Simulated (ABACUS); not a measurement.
## Ti: equation of state with WC

The system is Ti.

```
Ti
1.0
    -1.64100    1.64100    1.64100
     1.64100   -1.64100    1.64100
     1.64100    1.64100   -1.64100
Ti
1
Direct
  0.00000 0.00000 0.00000
```

This isn't the form of Ti at room conditions, which is hcp.

```
Program                                       : ABACUS 3.10.1
Task                                          : equation of state
Functional                                    : WC
Potentials or basis                           : PseudoDojo NC SR 0.5 PBE standard
Cutoff                                        : 1143 eV
Density cutoff                                : 4572 eV
Basis                                         : plane waves
k mesh                                        : 9 × 9 × 9
Occupations                                   : fermi-dirac, width 0.05 eV
Spin                                          : no spin polarisation
Radial cutoff of the potentials (pseudo_rcut) : 10 bohr
SCF threshold on the density                  : 1e-08
Max SCF steps                                 : 100
Eigensolver                                   : dav
Mixing                                        : broyden
Mixing share                                  : 0.7
Symmetry key                                  : 1
```

| Property | Result |
| --- | --- |
| Equilibrium volume | 16.61 Å³/atom (rough: see the caveat) |
| Bulk modulus | 115 GPa (rough) |

Energy against volume, from the lowest point:
```
volume (Å³/atom)  energy (meV/atom)
          16.616               0.00
          17.323              10.23
          18.030              38.26
          18.737              80.98
```

All runs of the series together: 5.9 s on 4 threads of Intel(R) Xeon(R) Platinum 8488C (Sapphire Rapids) (shared host).

Caveat: the minimum lies outside the volumes run; the potentials were made for another functional, which shifts forces and pressure.
